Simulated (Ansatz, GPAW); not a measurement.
# Geometry or basis: what sets the conductance of N2 in line between two Cu chains, part 3 of 3

How well does N2 in line between two Cu chains conduct once its atoms have relaxed, and how much do cheaper levels lose?

GPAW 26.7.0 and Ansatz 0.2.0; Ansatz plane waves; relaxation of the junction with the lead ends held; PAW set soft_1 (the session's first sound run).

So far, transmission at the Fermi level (one spin): step 3 (plane waves, PBE) 0.0187; step 4 (double-zeta polarised basis, PBE, GPAW) 0.0243; step 5 (single-zeta polarised basis, PBE, GPAW) 0.0284; step 6 (GPAW, sz: basis = "sz(dzp)", PBE, GPAW) 0.0374. Also open channels of the lead at the Fermi level (one spin): step 3 1.

**7. revPBE in the dzp basis: xc = "revPBE"**

Level of this step: GPAW LCAO, PAW setups; Landauer transmission from Green's functions with principal layers (ASE), zero bias (GPAW).

Back in the dzp basis, the functional changes from PBE to revPBE, to set the spread between functionals beside that between bases.

Contents of run.py:

```python
import json
import numpy as np
from ase import Atoms
from ase.transport.calculators import TransportCalculator
from gpaw import GPAW, FermiDirac
from gpaw.lcao.tools import get_lcao_hamiltonian
from scipy.linalg import eigh

# The junction with lead layers at both ends, along the third cell vector
device = Atoms(
    ['Cu', 'Cu', 'Cu', 'Cu', 'Cu', 'Cu', 'N', 'N', 'Cu', 'Cu', 'Cu', 'Cu', 'Cu', 'Cu'],
    positions=[
        [4.50000, 4.50000, 1.15000],
        [4.50000, 4.50000, 3.45000],
        [4.50000, 4.50000, 5.75000],
        [4.50000, 4.50000, 8.05000],
        [5.24625, 3.93601, 10.27822],
        [4.74228, 4.21382, 12.51578],
        [4.56485, 4.32277, 14.36070],
        [4.63134, 4.34709, 15.49193],
        [4.63411, 4.13531, 17.33612],
        [4.60630, 3.56959, 19.57589],
        [4.50000, 4.50000, 21.80480],
        [4.50000, 4.50000, 24.10480],
        [4.50000, 4.50000, 26.40480],
        [4.50000, 4.50000, 28.70480]],
    cell=[[9.0, 0.0, 0.0], [0.0, 9.0, 0.0], [0.0, 0.0, 29.8548]],
    pbc=True)

# One principal layer of the lead: the first 3 atoms of the device
lead = Atoms(
    ['Cu', 'Cu', 'Cu'],
    positions=[
        [4.50000, 4.50000, 1.15000],
        [4.50000, 4.50000, 3.45000],
        [4.50000, 4.50000, 5.75000]],
    cell=[[9.0, 0.0, 0.0], [0.0, 9.0, 0.0], [0.0, 0.0, 6.9]],
    pbc=True)

settings = dict(mode='lcao', basis='dzp', xc='revPBE', h=0.18,
                occupations=FermiDirac(0.1), maxiter=250,
                mixer=dict(beta=0.1, nmaxold=8, weight=100.0),
                convergence=dict(density=0.0001))
energies = np.arange(-2, 2 + 1e-9, 0.025)
eta = 0.0001
n1, n2 = 1, 1
# k and -k transmit alike, so half of the mesh across the current serves
mesh = [(i, j) for i in range(n1) for j in range(n2) if (i, j) <= (-i % n1, -j % n2)]
weights = np.array([1 if (i, j) == (-i % n1, -j % n2) else 2 for i, j in mesh]) / (n1 * n2)

# [... helper functions left out ...]
fermi_lead = ground_state(lead, (1, 1, 16), 'lead.txt')
fermi_device = ground_state(device, (1, 1, 3), 'device.txt')
# [... loop over the mesh left out, but for ...]
        # Shift the lead onto the potential of the device's first layer
        shift = ((H[:, 0, 0] - H0[:, 0, 0]) / S0[0, 0]).real.mean()
# [...]
kT = 8.617333e-5 * 300
bias = [0.1, 0.2, 0.5, 1.0, 1.5, 2.0]
# [... integrals and printing left out ...]
```

Started as:

```
$ OMP_NUM_THREADS=1 OPENBLAS_NUM_THREADS=1 python run.py
```

Numbers of over 12 decimals in the logs are rounded to 6 here.

The log of the run:

```text
basis functions: device 206, principal layer 45
Fermi level: lead -3.5469 eV, device -3.1806 eV; lead shifted by 0.0013 eV
largest coupling past the next layer 4.95e-05 eV, largest misfit of the first layer 0.057 eV
  E-E_F (eV)   T (one spin)  [channel counts left out]
    -2.000    1.4677e-03
    -1.975    1.5600e-03
    -1.950    1.6455e-03
[...]
1.975    6.1454e-02
     2.000    6.2741e-02
conductance at 300 K: 0.024207 G0 a cell; thermopower -2.587 uV/K
current from the zero-bias T(E) at 0.1 V: 0.18775 uA
current from the zero-bias T(E) at 0.2 V: 0.37791 uA
current from the zero-bias T(E) at 0.5 V: 1.0703 uA
current from the zero-bias T(E) at 1.0 V: 2.512 uA
current from the zero-bias T(E) at 1.5 V: 4.2416 uA
current from the zero-bias T(E) at 2.0 V: 7.5189 uA
```

It took 1.8 min on 1 thread of Intel Xeon Platinum 8488C (Sapphire Rapids), shared host; peak memory 1.3 GiB.

This step gave:

```
conductance                                    : 0.02421 G₀
largest coupling past the next principal layer : 4.95e-5 eV
largest misfit of the first principal layer    : 0.05681 eV
shift that aligns the lead                     : 0.001310 eV
basis functions of the junction                : 206
basis functions of a principal layer           : 45
transmission at the Fermi level (one spin)     : 0.02418
```

The conductance, 0.0242 G₀, lies 0.5 % below that of the dzp run.

**8. The structure as built: geometry = "as built"**

The dzp basis with PBE on the structure as first built shows what the relaxation was worth.

run.py, as its differences from that of step 7:

```diff
@@ -16,8 +16,8 @@
         [4.50000, 4.50000, 8.05000],
-        [5.24625, 3.93601, 10.27822],
-        [4.74228, 4.21382, 12.51578],
-        [4.56485, 4.32277, 14.36070],
-        [4.63134, 4.34709, 15.49193],
-        [4.63411, 4.13531, 17.33612],
-        [4.60630, 3.56959, 19.57589],
+        [4.50000, 4.50000, 10.35000],
+        [4.50000, 4.50000, 12.65000],
+        [4.50000, 4.50000, 14.35740],
+        [4.50000, 4.50000, 15.49740],
+        [4.50000, 4.50000, 17.20480],
+        [4.50000, 4.50000, 19.50480],
         [4.50000, 4.50000, 21.80480],
@@ -39,3 +39,3 @@
 
-settings = dict(mode='lcao', basis='dzp', xc='revPBE', h=0.18,
+settings = dict(mode='lcao', basis='dzp', xc='PBE', h=0.18,
                 occupations=FermiDirac(0.1), maxiter=250,
```

The log of the run:

```text
basis functions: device 206, principal layer 45
Fermi level: lead -3.6823 eV, device -3.3971 eV; lead shifted by 0.0118 eV
largest coupling past the next layer 4.59e-05 eV, largest misfit of the first layer 0.033 eV
  E-E_F (eV)   T (one spin)  channels
    -2.000    1.6484e-03    1.0000
    -1.975    1.9479e-03    1.0000
    -1.950    2.2717e-03    1.0000
[...]
1.975    2.4881e-02    1.0000
     2.000    2.4825e-02    1.0000
conductance at 300 K: 0.041908 G0 a cell; thermopower 5.513 uV/K
current from the zero-bias T(E) at 0.1 V: 0.32549 uA
current from the zero-bias T(E) at 0.2 V: 0.65852 uA
current from the zero-bias T(E) at 0.5 V: 1.9572 uA
current from the zero-bias T(E) at 1.0 V: 4.7292 uA
current from the zero-bias T(E) at 1.5 V: 7.4948 uA
current from the zero-bias T(E) at 2.0 V: 9.8951 uA
```

Wall time 90 s (1 thread); peak memory 1.3 GiB.

Numbers from this step:

- conductance: 0.04191 G₀
- largest coupling past the next principal layer: 4.59e-5 eV
- largest misfit of the first principal layer: 0.03263 eV
- shift that aligns the lead: 0.01178 eV
- transmission at the Fermi level (one spin): 0.04173

The conductance, 0.0419 G₀, lies 72 % above that of the dzp run.

**9. All levels side by side**

Times are wall times on the hardware named with each run. Results by setting:

```csv
no.,run,conductance (G₀),time,memory (GiB)
1,pw PBE,0.01878,87 s,3.2
2,dzp,0.02433,1.8 min,1.3
3,szp,0.02858,100 s,1.3
4,sz,0.03790,1.8 min,1.3
5,dzp revPBE,0.02421,1.8 min,1.3
6,asbuilt,0.04191,90 s,1.3
```

**10. Comparison**

The curves are compared point by point over the common energies.

This step: comparison of transmission and cost over codes, levels and geometry; PAW set soft_1 (GPAW 26.7.0).

Ladder, by row:

```csv
step,code,T at the Fermi level (sum over the listed spins),conductance (G0),r.m.s. T(E) from the first,wall time (s),peak memory (GiB),threads
pw-pbe,Ansatz,0.01873,0.01878,0,87.03,3.163,4
dzp,GPAW,0.02431,0.02433,0.07262,105,1.33,1
szp,GPAW,0.02841,0.02858,0.07911,99.75,1.31,1
sz,GPAW,0.03741,0.0379,0.08401,108.9,1.26,1
dzp-revPBE,GPAW,0.02418,0.02421,0.07305,109.1,1.33,1
asbuilt,GPAW,0.04173,0.04191,0.07417,90.48,1.34,1
```

The transmission, zone mean, sum over the listed spins by energy, zero at the Fermi level:

```csv
energy (eV),pw-pbe,dzp,szp,sz,dzp-revPBE,asbuilt
-2.000,0.00161,0.00129,0.00253,0.0135,0.00147,0.00165
-1.800,6.5e-4,0.00169,0.00358,0.0126,0.00182,0.00473
-1.600,0.00244,0.00566,0.00745,0.0248,0.00591,0.0190
-1.400,0.0728,0.0236,0.0209,0.0330,0.0238,0.0470
-1.200,0.152,0.0621,0.0356,0.0344,0.0658,0.0759
-1.025,0.586,0.114,0.0786,0.0719,0.117,0.0832
-1.000,0.210,0.123,0.0865,0.0775,0.127,0.0844
-0.850,0.0642,0.344,0.112,0.0636,0.305,0.0950
-0.800,0.0909,0.110,0.139,0.0626,0.0928,0.0993
-0.750,0.0520,0.0664,0.267,0.0800,0.0592,0.104
-0.700,0.0400,0.0546,0.108,0.189,0.0531,0.107
-0.600,0.0400,0.0548,0.0586,0.0693,0.0533,0.113
-0.475,0.0322,0.0424,0.121,0.0702,0.0422,0.111
-0.450,0.0326,0.0428,0.0499,0.112,0.0426,0.110
-0.400,0.0336,0.0432,0.0497,0.0555,0.0431,0.108
-0.200,0.0211,0.0392,0.0509,0.0646,0.0387,0.0888
0.000,0.0187,0.0243,0.0284,0.0374,0.0242,0.0417
0.200,0.0207,0.0269,0.0389,0.0499,0.0267,0.0381
0.400,0.0270,0.0315,0.0729,0.00144,0.0314,0.0355
0.600,0.0584,0.0450,0.00779,0.0301,0.0458,0.0332
0.650,0.0830,0.0485,0.0114,0.0330,0.0474,0.0327
0.725,0.0704,0.0509,0.0155,0.0366,0.0325,0.0319
0.800,0.00761,0.00313,0.0186,0.0398,0.00413,0.0311
1.000,0.00332,0.0210,0.0249,0.0481,0.0211,0.0293
1.200,0.00868,0.0287,0.0306,0.0572,0.0288,0.0278
1.400,0.0133,0.0356,0.0371,0.0680,0.0358,0.0267
1.600,0.0179,0.0432,0.0448,0.0811,0.0436,0.0259
1.800,0.0230,0.0521,0.0540,0.0972,0.0527,0.0253
2.000,0.0284,0.0619,0.0647,0.117,0.0627,0.0248
```

**11. Other settings**

One more run, with changed settings.

This step: GPAW LCAO, PAW setups; Landauer transmission from Green's functions with principal layers (ASE), zero bias (GPAW 26.7.0).

run.py, as its differences from that of step 8:

```diff
@@ -16,8 +16,8 @@
         [4.50000, 4.50000, 8.05000],
-        [4.50000, 4.50000, 10.35000],
-        [4.50000, 4.50000, 12.65000],
-        [4.50000, 4.50000, 14.35740],
-        [4.50000, 4.50000, 15.49740],
-        [4.50000, 4.50000, 17.20480],
-        [4.50000, 4.50000, 19.50480],
+        [5.24625, 3.93601, 10.27822],
+        [4.74228, 4.21382, 12.51578],
+        [4.56485, 4.32277, 14.36070],
+        [4.63134, 4.34709, 15.49193],
+        [4.63411, 4.13531, 17.33612],
+        [4.60630, 3.56959, 19.57589],
         [4.50000, 4.50000, 21.80480],
@@ -29,10 +29,8 @@
 
-# One principal layer of the lead: the first 3 atoms of the device
+# One principal layer of the lead: the first 1 atoms of the device
 lead = Atoms(
-    ['Cu', 'Cu', 'Cu'],
+    ['Cu'],
     positions=[
-        [4.50000, 4.50000, 1.15000],
-        [4.50000, 4.50000, 3.45000],
-        [4.50000, 4.50000, 5.75000]],
-    cell=[[9.0, 0.0, 0.0], [0.0, 9.0, 0.0], [0.0, 0.0, 6.9]],
+        [4.50000, 4.50000, 1.15000]],
+    cell=[[9.0, 0.0, 0.0], [0.0, 9.0, 0.0], [0.0, 0.0, 2.3]],
     pbc=True)
@@ -40,3 +38,3 @@
 settings = dict(mode='lcao', basis='dzp', xc='PBE', h=0.18,
-                occupations=FermiDirac(0.1), maxiter=250,
+                occupations=FermiDirac(0.1), maxiter=60,
                 mixer=dict(beta=0.1, nmaxold=8, weight=100.0),
```

The log of the run:

```text
basis functions: device 206, principal layer 15
Fermi level: lead -3.5831 eV, device -3.3180 eV; lead shifted by 0.0811 eV
largest coupling past the next layer 3.41e-01 eV, largest misfit of the first layer 0.065 eV
  E-E_F (eV)   T (one spin)  [channel counts left out]
    -2.000    1.0322e-03
    -1.975    1.1206e-03
    -1.950    1.2161e-03
    -1.925    1.3170e-03
    -1.900    1.4208e-03
    -1.875    1.5245e-03
    -1.850    1.6233e-03
    -1.825    1.7107e-03
    -1.800    1.7772e-03
    -1.775    1.8087e-03
    -1.750    1.7814e-03
    -1.725    1.6390e-03
    -1.700    1.0940e-03
    -1.675    6.0270e-03
    -1.650    5.1117e-03
    -1.625    5.2003e-03
[...]
1.825    2.0497e-02
     1.850    2.0352e-02
     1.875    2.0269e-02
     1.900    2.0248e-02
     1.925    2.0288e-02
     1.950    2.0391e-02
     1.975    2.0558e-02
     2.000    2.0790e-02
conductance at 300 K: 0.010424 G0 a cell; thermopower -2.763 uV/K
current from the zero-bias T(E) at 0.1 V: 0.081388 uA
current from the zero-bias T(E) at 0.2 V: 0.16731 uA
current from the zero-bias T(E) at 0.5 V: 0.54876 uA
current from the zero-bias T(E) at 1.0 V: 2.0046 uA
current from the zero-bias T(E) at 1.5 V: 4.6142 uA
current from the zero-bias T(E) at 2.0 V: 8.0587 uA
```

It took 94 s on 1 thread; peak memory 1.3 GiB.

The run finished. A setting was moved off its sound value on purpose, so it serves as a test and not as the result.

The fault put into the input: a principal layer that is too short (n_lead = 1 and period = 2.3).

Side by side:

```csv
quantity,this run,sound run,difference
conductance (G₀),0.010424,0.024329,-0.0139
largest coupling past the next principal layer (eV),0.34124,4.594e-5,0.341
largest misfit of the first principal layer (eV),0.064833,0.055362,0.00947
shift that aligns the lead (eV),0.081080,0.0026631,0.0784
basis functions of a principal layer,15,45,-30
transmission at the Fermi level (one spin),0.010253,0.024307,-0.0141
```

One result that differs is the transmission at the Fermi level (one spin), 0.0103 against 0.0243.

**12. What came out**

| Quantity | Value |
| --- | --- |
| conductance | 0.0243 G₀ |
| transmission at the Fermi level, mean of the spins | 0.0243 |

In words: In the dzp basis the junction conducts 0.0243 G₀ at 300 K, with T = 0.0243 a spin at the Fermi level; no smaller basis tried comes within 10 % of that conductance. Relaxation moved atoms by up to 0.94 Å and took the conductance from 0.0419 to 0.0243 G₀, as a ratio about as much as the step from dzp to the minimal basis. Plane waves (PBE) give T = 0.0187 there. Measured against the first run (pw-pbe), the nearest curve is that of dzp (r.m.s. 0.073) and the farthest that of sz (0.084). Over the compared runs wall time goes from 87 s (pw-pbe) to 109 s (dzp-revPBE), on a shared host; the plane-wave run used 4 threads and the orbital runs 1. The leads kept an estimated spacing and the cell its length, so the junction may be under some tension or compression. An evenly spaced straight chain is an idealisation: free chains tend to dimerise, zigzag or, where a band edge lies near the Fermi level, turn magnetic. The currents use the zero-bias T(E) throughout, which holds only while the bias is small against the distance to the nearest feature. The thermopower isn't quoted: it samples T(E) farther from the Fermi level than the conductance does, and the energy grid wasn't tested for it.

[Logs are printed without paths, hosts, clocks, repeated set-up lines and the standing remarks that a program may print on its own settings, such as how far it seeks lower states.]

[Hosts, paths, dates, database ids (printed as entryN), source tags and the programs' standing remarks are cut or masked in the printed files.]
